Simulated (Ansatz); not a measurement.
**Pt(100) / 3 layers Rh(100) / Pt(100): resistance against film thickness**

Wanted: interface resistance and thickness dependence for Pt(100) / 3 layers Rh(100) / Pt(100).

Calculated with Ansatz 0.2.0; Ansatz plane-wave DFT, PBEsol, PAW files; ballistic transport by layer matching (Landauer), zero bias.

## 1. The starting structure

The cell holds 11 atoms: 8 Pt and 3 Rh. Its edges and angles: a = 2.773 Å, b = 2.773 Å, c = 21.143 Å, α = 86.2°, β = 86.2°, γ = 90.0°. It derives from Pt and Rh. Regions: lead, 8 atoms (8 Pt); films, 3 atoms (3 Rh). The structure is stacked along c, and the current runs across the ab planes.

As a file:

```cif
data_structure
_symmetry_space_group_name_H-M 'P 1'
_symmetry_Int_Tables_number 1
_cell_length_a 2.7731
_cell_length_b 2.7731
_cell_length_c 21.1429
_cell_angle_alpha 86.240
_cell_angle_beta 86.240
_cell_angle_gamma 90.000
_cell_volume 161.89
loop_
_atom_site_label
_atom_site_type_symbol
_atom_site_fract_x
_atom_site_fract_y
_atom_site_fract_z
_atom_site_occupancy
Pt1 Pt 0.97671 0.97671 0.04657 1
Pt2 Pt 0.43014 0.43014 0.13972 1
Pt3 Pt 0.88357 0.88357 0.23287 1
Pt4 Pt 0.33699 0.33699 0.32601 1
Rh5 Rh 0.79247 0.79247 0.41506 1
Rh6 Rh 0.25000 0.25000 0.50000 1
Rh7 Rh 0.70753 0.70753 0.58494 1
Pt8 Pt 0.16301 0.16301 0.67399 1
Pt9 Pt 0.61643 0.61643 0.76713 1
Pt10 Pt 0.06986 0.06986 0.86028 1
Pt11 Pt 0.52329 0.52329 0.95343 1
```

## 2. With 3 layers

The film is laid into the lead at the lead's in-plane lattice, and the cell closes on the lead's own image. The mesh across the current, 26×26, is finer than the density's, because channels open and close sharply across the zone. Energies from -1 to 1 eV in steps of 0.036 eV cover the slope of the Fermi function at 300 K, so the program can form a conductance.

Contents of input.yaml:

```yaml
crystal:
  lattice:
    - [2.7731313745, 0.0, 0.0]
    - [0.0, 2.7731313745, 0.0]
    - [1.3865656872, 1.3865656872, 21.0517538584]
  atoms:
    - { symbol: Pt, position: [0.9767133416, 0.9767133416, 0.0465733167] }
    - { symbol: Pt, position: [0.4301400249, 0.4301400249, 0.1397199502] }
    - { symbol: Pt, position: [0.8835667082, 0.8835667082, 0.2328665836] }
    - { symbol: Pt, position: [0.3369933915, 0.3369933915, 0.3260132171] }
    - { symbol: Rh, position: [0.7924711554, 0.7924711554, 0.4150576892] }
    - { symbol: Rh, position: [0.25, 0.25, 0.5] }
    - { symbol: Rh, position: [0.7075288446, 0.7075288446, 0.5849423108] }
    - { symbol: Pt, position: [0.1630066085, 0.1630066085, 0.6739867829] }
    - { symbol: Pt, position: [0.6164332918, 0.6164332918, 0.7671334164] }
    - { symbol: Pt, position: [0.0698599751, 0.0698599751, 0.8602800498] }
    - { symbol: Pt, position: [0.5232866584, 0.5232866584, 0.9534266833] }
kpoints:
  mp_grid: { grid: [14, 14, 2] }
hamiltonian:
  xc: pbesol
scf:
  occupations: { method: fermi_dirac, width: 0.1 }
output:
  transmission: { leads: [[0, 1]], kmesh: [26, 26], e_range: [-1.0, 1.0], de: 0.036 }
  write_potential: true
  write_density: true
  volumetric_format: npy
  elf: true
```

Run with:

```
$ ansatz run input.yaml --threads 4 --pin off --max-ram 8192MiB --backend cpu --events-out ev --progress --plain --runs-dir out
```

Numbers of over 12 decimals in the logs are rounded to 6 here.

What it wrote:

```text
Warning: crystal.symmetry: narrowed to the stabiliser of the k-point mesh — unitary ops 16 → 4; excluded 12 operations that carry a point of the 14×14×2 mesh (shift [0, 0, 0]) off the mesh (the run samples exactly the mesh kpoints.mp_grid names, as under crystal.symmetry.detect: false, and its converged state has the mesh's symmetry, not the crystal's; ε∞, the Born charges and the force constants of a linear response (`dielectric:` by the response, `phonons.method: dfpt`) are averaged over those of the crystal's operations that the state keeps within a tolerance, where `mesh_tensors`, `unaveraged_element` or `gamma_mean_max_change_ev_ang2` stands beside them; [rest of the remark cut]
Engine: ansatz 0.2.0, aarch64-unknown-linux-gnu
Pseudopotentials: kind: paw
Pseudopotential: Pt, paw, valence charge 18, recommended cutoff 420 eV (normal), Pt.paw.azcp
Pseudopotential: Rh, paw, valence charge 17, recommended cutoff 420 eV (normal), Rh.paw.azcp
Functional definition: PBEsol
  exchange = pbesol_x
  correlation = pbesol_c
Crystal: 11 atoms, lattice volume = 161.893 Å³
Basis set: ecut = 420 eV, 3219 PW (Γ)
Bands: 117, of which v1, the nominal top of the filled ones, is band 98 counted from 1 (97 counted from 0)
Symmetry: 4 space group operations
k-points: 114 of 392
Non-local potential: Pt, projectors of the file, l = 0: 3, l = 1: 2, l = 2: 2, l = 3: 1
Non-local potential: Rh, projectors of the file, l = 0: 3, l = 1: 2, l = 2: 2, l = 3: 1
PAW form: soft (Blöchl's): semilocal exchange-correlation on the pseudo side does not see the compensation charge
PAW frozen core: Pt, regenerated for the run's functional, and the local potential with it (the file was generated under x = pbe(κ = 0.804, μ = 0.219515), c = pbe(β = 0.066725))
PAW frozen core: Rh, regenerated for the run's functional, and the local potential with it (the file was generated under x = pbe(κ = 0.804, μ = 0.219515), c = pbe(β = 0.066725))
PAW one-centre angular grid: Pt, 590 points (default); XC on 64 Gauss nodes
PAW one-centre angular grid: Rh, 590 points (default); XC on 64 Gauss nodes
Initial density: superposition of atomic densities (neutral atoms: chi_scale 0, normalization atom), corrected by the library's trained network
Initial wavefunctions: pseudopotential atomic-orbital guess
Functional: x = pbesol(κ = 0.804, μ = 0.123457), c = pbesol(β = 0.046)
SCF iter   1: F=—  HF=-118087.172239 eV  |F-HF|=—  |Δ(HF+E_count)|=         —  Δρ=2.26e-2  dr2=1.69e1  ethr=1.77e-3  ⟨swp⟩=5.2  Hψ=43683  notcnv=0  defer=401
preconditioner: auto → Kerker (q_TF=auto, 2.814 Å⁻¹)  [metal: Δε(μ)=0.004 eV  Ē_g=8.062 eV  σ=0.100 eV  W_gap=0.01  n_scr=66 (ndim 8)  ℏωp=30.2 eV  f_vac=0.000  D(μ)=15.74/eV (n_scr^D=200)]
SCF iter   2: F=—  HF=-118087.093564 eV  |F-HF|=—  |Δ(HF+E_count)|=   7.87e-2  Δρ=9.86e-3  dr2=4.86e0  ethr=1.77e-3  ⟨swp⟩=1.0  Hψ=15390  notcnv=0  defer=406
SCF iter   3: F=—  HF=-118087.064118 eV  |F-HF|=—  |Δ(HF+E_count)|=   2.94e-2  Δρ=1.63e-3  dr2=1.85e-1  ethr=1.77e-3  ⟨swp⟩=1.0  Hψ=12701  notcnv=0  defer=406
SCF iter   4: F=—  HF=-118087.060871 eV  |F-HF|=—  |Δ(HF+E_count)|=   3.25e-3  Δρ=6.50e-4  dr2=3.02e-2  ethr=9.46e-5  ⟨swp⟩=1.0  Hψ=12701  notcnv=0  defer=433
SCF iter   5: F=—  HF=-118087.060657 eV  |F-HF|=—  |Δ(HF+E_count)|=   2.14e-4  Δρ=2.58e-4  dr2=1.16e-3  ethr=1.55e-5  ⟨swp⟩=1.0  Hψ=12701  notcnv=0  defer=433
SCF iter   6: F=—  HF=-118087.060649 eV  |F-HF|=—  |Δ(HF+E_count)|=   7.52e-6  Δρ=4.36e-5  dr2=1.50e-5  ethr=5.95e-7  ⟨swp⟩=1.0  Hψ=12701  notcnv=0  defer=433
SCF iter   7: F=—  HF=-118087.060679 eV  |F-HF|=—  |Δ(HF+E_count)|=   2.95e-5  Δρ=1.35e-5  dr2=1.37e-6  ethr=7.69e-9  ⟨swp⟩=1.2  Hψ=12936  notcnv=0  defer=457
SCF iter   8: F=—  HF=-118087.060679 eV  |F-HF|=—  |Δ(HF+E_count)|=   5.83e-8  Δρ=4.73e-6  dr2=4.02e-7  ethr=7.02e-10  ⟨swp⟩=1.2  Hψ=12768  notcnv=0  defer=457
SCF iter   9: F=-118087.060679 eV  HF=-118087.060679 eV  |F-HF|=3.13e-8  |Δ(HF+E_count)|=   4.83e-9  Δρ=1.28e-6  dr2=3.21e-8  ethr=5.13e-11  ⟨swp⟩=6.2  Hψ=35041  notcnv=0
SCF 1 converged in 9 iterations: F = -118087.060679 eV  dr2 = 3.21e-8
  greatest PAW one-centre occupation: 1.000 electrons in one spin orbital (limit 2), on the Pt atom at site 7 (counted from 0), in its partial waves of l = 0
transmission: 751 of 7503 steps passed
transmission: 1501 of 7503 steps passed
[...]
transmission: 7503 of 7503 steps passed
SCF converged after 9 iterations
Free energy (F): -118087.060679 eV
Harris-Foulkes:  -118087.060679 eV  (|F-HF|=3.13e-8)
Internal energy: -118086.495732 eV  (E = F + TS)
E sigma→0 (E₀):  -118086.778205 eV
Entropy (-TS):   -0.564947 eV (-51.359 meV/atom)
Fermi energy:    22.995478 eV
--- Per-component energies (eV) ---
  E_band       = -1315.770763
  E_kinetic    = 6823.481310
  E_local      = -16457.961609  (includes V_loc(G=0)·N_el)
  E_nonlocal   = 2692.624527
  E_hartree    = 6011.696787
  E_xc         = -2745.388869
  E_vxc        = -3254.280708  (∫ρ·V_xc dr)
  E_paw        = -85102.125236  (= ΣΔE_a)
  E_vpaw       = -3143.036010  (= ΣTr[D̂ρ^β])
  E_aug_tail   = 0.003998  (compensation charges beyond the density's cutoff)
  E_ewald      = -29311.951087
  E_core_change = 3.124449  (= ΣΔE_core)
  E_smearing   = -0.564947  (= −TS)
  E_closure    = -0.000000  (closes the sum)
  Σ components = -118087.060679   (vs F -118087.060679, Δ=0.00e0)
--- Band table (eV; the first three rows and the last of 114) ---
  k-point 0: bands = [... 94 lower, 22.3620, 22.3637, 22.4694, 22.4698, 22.4862, 22.4866, 22.7461, 22.8014, ... 15 higher]
  k-point 1: bands = [... 94 lower, 22.0774, 22.1936, 22.4953, 22.6104, 22.9220, 22.9341, 22.9729, 22.9733, ... 15 higher]
  k-point 2: bands = [... 94 lower, 22.1521, 22.1940, 22.3898, 22.4925, 22.4973, 22.7926, 22.8760, 23.0271, ... 15 higher]
  k-point 113: bands = [... 94 lower, 23.4924, 23.5176, 23.6315, 23.6358, 23.7353, 24.8724, 25.6348, 25.8254, ... 15 higher]
--- Transmission ---
  basis      : 69 plane waves across, 41 finite elements along
  points     : 183, standing for a mesh of 26 x 26
  filling    : by the input's occupations and mesh, since the crystals that have channels conduct as metals do. If one of these is a semiconductor, that mesh has misplaced its level
  energies   : 56 from -1.000000 to 0.980000 eV about the Fermi level, 0.036000 eV apart; the leads are filled to 0.000000 eV, and channels, transmission and decay are at 0.008000 eV
  crystal 0  : Pt1, at the sites [0, 1], period 1.9609 Å, over 15.69 Å; its Hamiltonian steps by up to 3.2 meV
    offset         : up to 0.0000 Å between an atom of the period and one for which it stands
    filled         : 10.2 meV over the level at which it is neutral
    channels       : 2.177515e0 a spin
    conductance    : 2.1939e15 S/m² at 300 K; may be off by some 0.0 % by where its bands' edges are placed, 5.0 % from the k-mesh, 1.7 % from the distance to neutral
    slowest decay  : 0.0287 /Å at (0.4615, 0.3846)
  junction   : crystal 0 to crystal 0, 0.70 to 19.79 Å
    transmission   : 1.500335e0 a spin
    conductance    : 1.5231e15 S/m² at 300 K (1.5935e15 on every other point, 1.5170e15 on every other energy)
    error estimate : 0.4 % from the energy spacing and 0.2 % from band edges of the leads and from resonances (wavevectors taken as independent; lower de), 5.1 % from the k-mesh, 1.8 % from the steps of its leads' Hamiltonians or their offsets (lay more layers), 1.8 % from the distance to neutral
    resistance     : 2.0074e-4 Ω µm² beyond half of each lead's own
```

Elapsed: 11 min, on 4 threads of Arm Neoverse N1, shared host; peak memory 1.6 GiB; 33 min of CPU time.

Numbers from this step:

* free energy: -118087.0607 eV
* energy at zero smearing: -118086.7782 eV
* Fermi energy: 23.00 eV
* cell area: 7.690 Å²
* step of the lead's potential: 3.2 meV
* ballistic conductance of the lead: 2.19e15 S/m²
* estimated errors of the lead's conductance: 0, 5, 1.7 % (band edges, k-mesh, distance from neutral)
* lead conductance per cell: 2.178 G₀
* conductance of the junction: 1.52e15 S/m²
* junction conductance per cell: 1.512 G₀
* estimated errors of the junction's conductance: 0.4, 0.2, 5.1, 1.8, 1.8 % (energy step, band edges, k-mesh, leads' steps, distance from neutral)
* area resistance that the stack adds (contact term taken off, spin by spin): 0.2007 fΩ m²

Per spin. Transmission, zone mean against energy, zero at the Fermi level:

| energy (eV) | transmission, zone mean |
| --- | --- |
| -1.000 | 1.38 |
| -0.928 | 1.41 |
| -0.856 | 1.41 |
| -0.784 | 1.35 |
| -0.712 | 1.35 |
| -0.676 | 1.39 |
| -0.604 | 1.44 |
| -0.532 | 1.53 |
| -0.460 | 1.58 |
| -0.388 | 1.65 |
| -0.316 | 1.70 |
| -0.244 | 1.74 |
| -0.172 | 1.75 |
| -0.100 | 1.70 |
| -0.028 | 1.61 |
| 0.008 | 1.50 |
| 0.080 | 1.25 |
| 0.152 | 1.09 |
| 0.224 | 0.930 |
| 0.296 | 0.877 |
| 0.368 | 0.807 |
| 0.440 | 0.731 |
| 0.512 | 0.717 |
| 0.584 | 0.744 |
| 0.656 | 0.762 |
| 0.692 | 0.767 |
| 0.764 | 0.772 |
| 0.836 | 0.776 |
| 0.908 | 0.777 |
| 0.980 | 0.775 |

Per spin. The open channels, zone mean, lead by energy, zero at the Fermi level:

| energy (eV) | open channels, zone mean, lead |
| --- | --- |
| -1.000 | 1.95 |
| -0.928 | 1.96 |
| -0.856 | 1.98 |
| -0.784 | 1.98 |
| -0.712 | 1.93 |
| -0.676 | 1.96 |
| -0.604 | 2.01 |
| -0.532 | 2.11 |
| -0.460 | 2.15 |
| -0.388 | 2.26 |
| -0.316 | 2.32 |
| -0.244 | 2.41 |
| -0.172 | 2.42 |
| -0.100 | 2.49 |
| -0.028 | 2.34 |
| 0.008 | 2.18 |
| 0.080 | 1.71 |
| 0.152 | 1.52 |
| 0.224 | 1.32 |
| 0.296 | 1.14 |
| 0.368 | 1.14 |
| 0.440 | 1.03 |
| 0.512 | 0.854 |
| 0.584 | 0.913 |
| 0.656 | 0.889 |
| 0.692 | 0.901 |
| 0.764 | 0.859 |
| 0.836 | 0.859 |
| 0.908 | 0.859 |
| 0.980 | 0.859 |

Transmission over k1 and k2. At 0.0080 eV from the Fermi level.

Ten even steps from '0' (0.00) to '9' (2.80):
```
62003456643206023466543002
00234553100068600013554320
00307776566679766656777030
03476666623347433266666743
44576666663367633666666754
65576666675378735766666755
66366666666677766666666636
76156666667677767666666516
74062676666677766666762604
63063356766667666676533603
52063336666552556666333602
20674677776567656777764760
16897787777279727777877986
20674677776567656777764760
52063336666552556666333602
63063356766667666676533603
74062676666677766666762604
76156666667677767666666516
66366666666677766666666636
65576666675378735766666755
44576666663367633666666754
03476666623347433266666743
00307776566679766656777030
00234553100068600013554320
62003456643206023466543002
66000466776521256776640006
```
Columns: k1 (b1) from -0.5 to 0.462; rows upwards: k2 (b2) from -0.5 to 0.462.

Open channels over k1 and k2. At 0.0080 eV from the Fermi level.

Ten even steps from '_' (0.00) to '@' (4.00):
```
++::::__####@@@@@@@@++++++@@++++++@@@@@@@@####__::::
__::::########++++______++@@++______++++########::::
____##++++++++##++++++++@@@@@@++++++++##++++++++##__
++####++++++++++++::::::######::::::++++++++++++####
@@####++++++++++++++::::######::::++++++++++++++####
@@@@##++++++++++++++++::######::++++++++++++++++##@@
@@@@++##++++++++++++++++######++++++++++++++++##++@@
@@@@++++++++++++++++++++++++++++++++++++++++++++++@@
@@@@__++::++++++++++++++++++++++++++++++++++::++__@@
@@++__++::::++++++++++++++++++++++++++++++::::++__++
++++__++::::::++++++++++++++++++++++++++::::::++__++
++++++@@########++++++++++##++++++++++########@@++++
++@@@@@@########++++++++##@@##++++++++########@@@@@@
++++++@@########++++++++++##++++++++++########@@++++
++++__++::::::++++++++++++++++++++++++++::::::++__++
@@++__++::::++++++++++++++++++++++++++++++::::++__++
@@@@__++::++++++++++++++++++++++++++++++++++::++__@@
@@@@++++++++++++++++++++++++++++++++++++++++++++++@@
@@@@++##++++++++++++++++######++++++++++++++++##++@@
@@@@##++++++++++++++++::######::++++++++++++++++##@@
@@####++++++++++++++::::######::::++++++++++++++####
++####++++++++++++::::::######::::::++++++++++++####
____##++++++++##++++++++@@@@@@++++++++##++++++++##__
__::::########++++______++@@++______++++########::::
++::::__####@@@@@@@@++++++@@++++++@@@@@@@@####__::::
@@++____++@@@@@@@@@@@@++++++++++@@@@@@@@@@@@++____++
```
Columns: k1 (b1) from -0.5 to 0.462; rows upwards: k2 (b2) from -0.5 to 0.462.

Electrostatic potential energy in the ca plane at fractional y = 0.070, with atoms of Pt within 0.2 Å of it. With pseudopotentials it is smooth inside the atoms' cores, unlike the true potential.

Ten even steps from '0' (-46 eV) to '9' (25 eV), each cell a mean:
```
72002799999720158999998657999899999998645799
85225899999841259999998556899999988999988999
98778999999975579999998767999999988999999999
99999998889998899877899989997789999999888999
99999998889999999854689999973247999997434799
97668999899999999854589999961016999995100589
83115899999976789976799999972026999995000389
61002799999842369999999889986568999996100489
```
Columns run along c (16.0 Å, from fractional 0.00 to 0.76 of the cell; values clipped at the 3rd and 97th percentile), rows up along a (2.8 Å).

Valence density in the ca plane at fractional y = 0.070, with atoms of Pt within 0.2 Å of it. It is the smooth field of the valence electrons, not physical close to the nuclei.

Values in units of 1e0 e/Å³, 5 rows by 16 columns, each cell a mean:
```
3.6 5.0 0.3 0.3 3.1 3.2 0.3 0.3 1.2 0.8 0.4 0.4 0.4 0.5 1.6 0.4
0.8 1.1 0.4 0.4 1.3 1.4 0.4 0.4 1.0 0.7 0.4 0.3 0.5 0.3 0.4 0.3
0.3 0.3 0.5 0.6 0.3 0.4 1.0 1.2 0.4 0.4 1.9 0.7 0.3 0.6 1.6 0.4
1.2 1.3 0.4 0.5 0.4 0.4 1.1 1.4 0.3 0.4 4.6 1.6 0.2 1.7 6.9 0.8
4.3 5.2 0.3 0.3 1.8 1.7 0.5 0.6 0.5 0.4 2.3 1.0 0.2 1.6 7.2 0.9
```
Columns run along c (16.0 Å, from fractional 0.00 to 0.76 of the cell), rows up along a (2.8 Å).

ELF in the ca plane at fractional y = 0.070, with atoms of Pt within 0.2 Å of it. It is the smooth field of the valence electrons, not physical close to the nuclei.

Ten even steps from '0' (0.16) to '9' (0.70), each cell a mean:
```
37997310001368852101111342111111110012454211
24775210001268742111111453111111111011222111
12332111111235532112211242111111111011221111
11111111211112211134321111112321111012222111
11111112221111111246421001126862110123575211
12442111211111111246421101138983100124898520
26885211111234322134321001127973100125899620
48997310001257732112221111113541110124798520
```
Columns run along c (16.0 Å, from fractional 0.00 to 0.76 of the cell), rows up along a (2.8 Å).

The lead's potential steps by 3.2 meV from period to period, small in itself. The program estimates the junction's conductance to 5.1 % from the k-mesh, 1.8 % from the leads' distance from neutral and 1.8 % from their steps.

By hand: 1/G − 1/G_lead = 1/1.523 − 1/2.194 = 0.201 fΩ m² with G in 10¹⁵ S/m².

## 3. With 5 layers, k-mesh 14×14×1, film layers 5

The stack now holds 5 film layers; the k-mesh follows the cell, and the energies span -0.27 to 0.27 eV.

System of this step: Pt(100) / 5 layers Rh(100) / Pt(100). The cell holds 13 atoms: 8 Pt and 5 Rh. Its edges and angles: a = 2.773 Å, b = 2.773 Å, c = 24.706 Å, α = 86.8°, β = 86.8°, γ = 90.0°. It derives from Pt and Rh. Regions: lead, 8 atoms (8 Pt); films, 5 atoms (5 Rh). The structure is stacked along c, and the current runs across the ab planes.

Contents of input.yaml:

```yaml
crystal:
  lattice:
    - [2.7731313745, 0.0, 0.0]
    - [0.0, 2.7731313745, 0.0]
    - [1.3865656872, 1.3865656872, 24.6281230974]
  atoms:
    - { symbol: Pt, position: [0.9800949103, 0.9800949103, 0.0398101794] }
    - { symbol: Pt, position: [0.4402847308, 0.4402847308, 0.1194305383] }
    - { symbol: Pt, position: [0.9004745514, 0.9004745514, 0.1990508972] }
    - { symbol: Pt, position: [0.3606643719, 0.3606643719, 0.2786712561] }
    - { symbol: Rh, position: [0.8226074258, 0.8226074258, 0.3547851485] }
    - { symbol: Rh, position: [0.2863037129, 0.2863037129, 0.4273925742] }
    - { symbol: Rh, position: [0.75, 0.75, 0.5] }
    - { symbol: Rh, position: [0.2136962871, 0.2136962871, 0.5726074258] }
    - { symbol: Rh, position: [0.6773925742, 0.6773925742, 0.6452148515] }
    - { symbol: Pt, position: [0.1393356281, 0.1393356281, 0.7213287439] }
    - { symbol: Pt, position: [0.5995254486, 0.5995254486, 0.8009491028] }
    - { symbol: Pt, position: [0.0597152692, 0.0597152692, 0.8805694617] }
    - { symbol: Pt, position: [0.5199050897, 0.5199050897, 0.9601898206] }
kpoints:
  mp_grid: { grid: [14, 14, 1] }
hamiltonian:
  xc: pbesol
scf:
  occupations: { method: fermi_dirac, width: 0.1 }
output:
  transmission:
    leads: [[0, 1]]
    kmesh: [26, 26]
    e_range: [-0.27, 0.27]
    de: 0.036
  write_potential: true
  write_density: true
  volumetric_format: npy
```

What it wrote:

```text
[...]
Crystal: 13 atoms, lattice volume = 189.397 Å³
Basis set: ecut = 420 eV, 3775 PW (Γ)
Bands: 138, of which v1, the nominal top of the filled ones, is band 115 counted from 1 (114 counted from 0)
Symmetry: 4 space group operations
k-points: 57 of 196
[...]
--- Transmission ---
  basis      : 69 plane waves across, 47 finite elements along
  points     : 183, standing for a mesh of 26 x 26
[...]
filled         : 7.5 meV over the level at which it is neutral
    channels       : 2.125740e0 a spin
[...]
slowest decay  : 0.0222 /Å at (-0.4615, 0.0385)
  junction   : crystal 0 to crystal 0, 0.70 to 23.37 Å
    transmission   : 1.332408e0 a spin
[...]
resistance     : 2.7714e-4 Ω µm² beyond half of each lead's own
[key lines of the parts left out:]
SCF converged after 9 iterations
Free energy (F): -130764.470336 eV
Fermi energy:    22.880180 eV
```

Wall time 5.4 min (4 threads); peak memory 1.4 GiB; 18 min of CPU time.

Numbers from this step:

```
free energy                                                                : -130764.4703 eV
energy at zero smearing                                                    : -130764.1373 eV
Fermi energy                                                               : 22.88 eV
step of the lead's potential                                               : 5 meV
ballistic conductance of the lead                                          : 2.20e15 S/m²
estimated errors of the lead's conductance                                 : 0, 5, 1.2 % (band edges, k-mesh, distance from neutral)
lead conductance per cell                                                  : 2.187 G₀
conductance of the junction                                                : 1.37e15 S/m²
junction conductance per cell                                              : 1.358 G₀
estimated errors of the junction's conductance                             : 0.4, 1.6, 4.8, 3.8, 1.1 % (energy step, band edges, k-mesh, leads' steps, distance from neutral)
area resistance that the stack adds (contact term taken off, spin by spin) : 0.2771 fΩ m²
```

Per spin. Transmission, zone mean against energy, zero at the Fermi level:

| energy (eV) | transmission, zone mean |
| --- | --- |
| -0.270 | 1.51 |
| -0.234 | 1.55 |
| -0.198 | 1.55 |
| -0.162 | 1.50 |
| -0.126 | 1.45 |
| -0.090 | 1.45 |
| -0.054 | 1.47 |
| -0.018 | 1.40 |
| 0.018 | 1.33 |
| 0.054 | 1.25 |
| 0.090 | 1.12 |
| 0.126 | 1.07 |
| 0.162 | 1.03 |
| 0.198 | 0.977 |
| 0.234 | 0.950 |
| 0.270 | 0.928 |

The conductance of the junction is 1.4e15 S/m², 10 % under the 1.5e15 S/m² of the last finished run.

(Continued in part 2 of 2.)

[Logs are printed without paths, hosts, clocks, repeated set-up lines and the standing remarks that a program may print on its own settings, such as how far it seeks lower states.]

[Hosts, paths, dates, database ids (printed as entryN), source tags and the programs' standing remarks are cut or masked in the printed files.]
